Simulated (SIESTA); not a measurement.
The system is AgCl (Chlorargyrite).

```
CELL_PARAMETERS angstrom
0.00000 2.73500 2.73500
2.73500 0.00000 2.73500
2.73500 2.73500 0.00000
ATOMIC_POSITIONS crystal
Ag 0.00000 0.00000 0.00000
Cl 0.50000 0.50000 0.50000
```

Base run:

* Program: SIESTA 5.4.2
* Functional: BLYP
* Potentials or basis: PseudoDojo 0.4 standard (PBE files)
* Basis: DZP (energy shift 0.003 Ry; two zetas on semicore shells)
* Grid cutoff: 800 Ry
* Energy shift: 0.003 Ry
* k mesh: 8 × 8 × 8
* Occupations: fermi-dirac, width 0.05 eV
* Spin: no spin polarisation

Its results: band gap on the k mesh 1.25 eV, indirect (least direct gap 3.63 eV); pressure 8.7 GPa.

Q: The run is repeated on the same cell with these changes: functional from BLYP to vdW-DF-cx. What comes out?

A: Band gap on the k mesh 1.04 eV, indirect (least direct gap 3.45 eV); pressure 0.6 GPa.

Caveats: short orbitals over semicore shells can move pressures by several GPa; the potentials were made for another functional, which shifts forces and pressure; the basis of atomic orbitals isn't converged, which shifts pressures, moduli and gaps.
